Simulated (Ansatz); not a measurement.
**Property card for BP**

Method: DFT PBE, scalar-relativistic, plane waves, PAW in Ansatz 0.2.0.

Cutoff 420 eV; k points 6×4×6 on the computed 16-atom cell (Γ-centred); Gaussian smearing, width 0.02 eV; no spin polarisation.

The structure is relaxed at this level of theory with its symmetry kept, and needn't be the ground state of this composition.

Space group Pbcn (No. 60), orthorhombic, a = 6.197 Å, b = 6.349 Å, c = 5.611 Å. B has 4 P at 1.93–2.02 Å; around P lie 4 B at 1.93–2.02 Å.

- Volume per atom: 13.80 Å³
- Formation energy from the elements' standard states (uncorrected): -0.143 eV/atom
- Kohn–Sham band gap: 1.29 eV
- Orbital (Löwdin) character of the top 1 eV of the valence band: B 2p 48 %, P 3p 46 %
- Orbital (Löwdin) character of the lowest 1 eV of the conduction band: B 2p 32 %, P 3p 29 %, B 2s 16 %, P 3s 12 %, unprojected 12 %

The cell was found from a structure generator's guess, not taken from experiment. Kohn–Sham gaps at this level usually fall short of measured ones. Löwdin shares on free-atom orbitals overweight diffuse shells in the empty bands.
